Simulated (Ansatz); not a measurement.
# Al started in the widest void in zincblende AlN, 65 atoms, charge +1

How does the host give way around this defect, what does it cost to form, and which levels does it put into the gap? The levels of theory are PBEsol and HSE06.

Method: density functional theory in Ansatz 0.2.0, PAW datasets, plane waves.

**1. Starting point**

65 atoms (33 Al, 32 N); a = 8.755 Å, b = 8.755 Å, c = 8.755 Å, α = 90.00°, β = 90.00°, γ = 90.00°. All atoms were shaken off their sites by about 0.02 Å along each axis; atoms next to an added one may be pushed further to make room. Defect site 1: (0.375, 0.375, 0.375).

The runs, in order: (2) PBEsol relaxation at the single k point (¼, ¼, ¼), on 7 threads of Arm Neoverse-V2; (3) HSE06 single point at the single k point (¼, ¼, ¼), on 7 threads of Arm Neoverse-V2.

**2. Relaxing the atoms with PBEsol**

Input file in.yaml:

```yaml
crystal:
  lattice:
    - [8.755444, 0.000000, 0.000000]
    - [0.000000, 8.755444, 0.000000]
    - [0.000000, 0.000000, 8.755444]
  atoms:
    - { symbol: Al, position: [0.002132, 0.996096, 0.997118] }
    - { symbol: Al, position: [0.000005, 0.995590, 0.498763] }
    - { symbol: Al, position: [0.998322, 0.498928, 0.996403] }
    - { symbol: Al, position: [0.996101, 0.501732, 0.498350] }
    - { symbol: Al, position: [0.502088, 0.001523, 0.995862] }
    - { symbol: Al, position: [0.499887, 0.999608, 0.501661] }
    - { symbol: Al, position: [0.502259, 0.496795, 0.997886] }
    - { symbol: Al, position: [0.501344, 0.499048, 0.501393] }
    - { symbol: Al, position: [0.245996, 0.251556, 0.997538] }
    - { symbol: Al, position: [0.249672, 0.252394, 0.501299] }
    - { symbol: Al, position: [0.249512, 0.749899, 0.998876] }
    - { symbol: Al, position: [0.246546, 0.746898, 0.500638] }
    - { symbol: Al, position: [0.750305, 0.250463, 0.996000] }
    - { symbol: Al, position: [0.747565, 0.247568, 0.502453] }
    - { symbol: Al, position: [0.751572, 0.749853, 0.007928] }
    - { symbol: Al, position: [0.749971, 0.752294, 0.495289] }
    - { symbol: Al, position: [0.250154, 0.998792, 0.251991] }
    - { symbol: Al, position: [0.253946, 0.999957, 0.752070] }
    - { symbol: Al, position: [0.254303, 0.499595, 0.247148] }
    - { symbol: Al, position: [0.252369, 0.498032, 0.749158] }
    - { symbol: Al, position: [0.749163, 0.995755, 0.249775] }
    - { symbol: Al, position: [0.751545, 0.004868, 0.751695] }
    - { symbol: Al, position: [0.751004, 0.498102, 0.250992] }
    - { symbol: Al, position: [0.753489, 0.500996, 0.744720] }
    - { symbol: Al, position: [0.001093, 0.245090, 0.253968] }
    - { symbol: Al, position: [0.998697, 0.251566, 0.744199] }
    - { symbol: Al, position: [0.001104, 0.752384, 0.253129] }
    - { symbol: Al, position: [0.003842, 0.750342, 0.747242] }
    - { symbol: Al, position: [0.499628, 0.250115, 0.250178] }
    - { symbol: Al, position: [0.501834, 0.249777, 0.751518] }
    - { symbol: Al, position: [0.496500, 0.752549, 0.247622] }
    - { symbol: Al, position: [0.499499, 0.750923, 0.749204] }
    - { symbol: Al, position: [0.380323, 0.375252, 0.373243] }
    - { symbol: N, position: [0.126271, 0.126527, 0.128055] }
    - { symbol: N, position: [0.123770, 0.119507, 0.626881] }
    - { symbol: N, position: [0.125855, 0.630386, 0.124226] }
    - { symbol: N, position: [0.126806, 0.626594, 0.621416] }
    - { symbol: N, position: [0.621184, 0.126449, 0.126717] }
    - { symbol: N, position: [0.621791, 0.125359, 0.622474] }
    - { symbol: N, position: [0.625225, 0.629099, 0.129402] }
    - { symbol: N, position: [0.631370, 0.626582, 0.623073] }
    - { symbol: N, position: [0.375738, 0.375674, 0.125717] }
    - { symbol: N, position: [0.373382, 0.375832, 0.624170] }
    - { symbol: N, position: [0.376212, 0.880149, 0.122524] }
    - { symbol: N, position: [0.380221, 0.874520, 0.625680] }
    - { symbol: N, position: [0.872994, 0.378172, 0.123259] }
    - { symbol: N, position: [0.876874, 0.372302, 0.621737] }
    - { symbol: N, position: [0.874878, 0.875452, 0.122719] }
    - { symbol: N, position: [0.875513, 0.873219, 0.628686] }
    - { symbol: N, position: [0.377223, 0.123079, 0.372613] }
    - { symbol: N, position: [0.377946, 0.126380, 0.878199] }
    - { symbol: N, position: [0.377329, 0.622807, 0.374403] }
    - { symbol: N, position: [0.367168, 0.629756, 0.875446] }
    - { symbol: N, position: [0.876618, 0.123847, 0.379577] }
    - { symbol: N, position: [0.873745, 0.125915, 0.873055] }
    - { symbol: N, position: [0.876284, 0.623200, 0.374045] }
    - { symbol: N, position: [0.878446, 0.622999, 0.873025] }
    - { symbol: N, position: [0.125268, 0.373945, 0.378710] }
    - { symbol: N, position: [0.129230, 0.377199, 0.870772] }
    - { symbol: N, position: [0.125157, 0.877966, 0.375535] }
    - { symbol: N, position: [0.124727, 0.872701, 0.875336] }
    - { symbol: N, position: [0.625923, 0.376584, 0.375673] }
    - { symbol: N, position: [0.624811, 0.376646, 0.876293] }
    - { symbol: N, position: [0.624921, 0.877317, 0.379519] }
    - { symbol: N, position: [0.624024, 0.877066, 0.873300] }
  symmetry: { detect: false }
kpoints:
  mp_grid: { grid: [1, 1, 1], shift: [0.25, 0.25, 0.25] }
hamiltonian:
  xc: pbesol
total_charge: 1
scf:
  occupations: { method: fermi_dirac, width: 0.01 }
relax:
  f_tol: 0.03
  max_steps: 80
  escape_saddle: false
  adjacent_minimum: "off"
output:
  forces: true
  eigenvalues: true
  populations: true
  charged_corrections: { epsilon: 8.5 }
```

On the command line:

```console
$ ansatz run in.yaml --threads 7 --pin off --max-ram 13300MiB --runs-dir r --events-out ev --progress --plain
```

Further steps of the session: Single point with HSE06.

What does the calculation give? Wanted: for each run, formation energy; host gap; top filled to lowest empty.

**Answer**, as computed:

```
             level                     time  formation energy (eV)  host gap (eV)  top filled to lowest empty (eV)
PBEsol, relaxation     25 s (7 CPU threads)                   6.74           3.17                             0.21
             HSE06  1.9 min (7 CPU threads)                   7.02           4.54                             0.52
```

| quantity | value |
| --- | --- |
| relaxation | 7 recorded steps, 8.82 eV gained |
| largest shift | 0.34 Å (Al8) |

**In words.** Relaxation gains 8.82 eV, with shifts up to 0.34 Å (Al8). The formation energy at E_F = VBM goes from 6.74 eV (PBEsol) to 7.02 eV (HSE06), as the host gap goes from 3.17 to 4.54 eV. The reservoirs are the elements' reference phases; where the defect changes the composition, the value depends on that choice. HSE06 shows no level inside the gap that the count of atoms sharing it marks as tightly localised. A filled level lies near or above the host's conduction edge and spreads over many atoms, so that electron is band-like or shallow, not bound in a deep state; the formation energy is then not that of a true charge state of the defect. The one k point lies off Γ, so the host's band edges aren't sampled; a defect level near or above the conduction edge can stay filled here though it would empty into the band on a fuller mesh. The host's edges were read at Γ, so band-like levels at this k point need not coincide with them. Finite-cell errors of some tenths of an eV remain in such numbers. The dielectric constant of 8.5 in the correction is an assumed value.
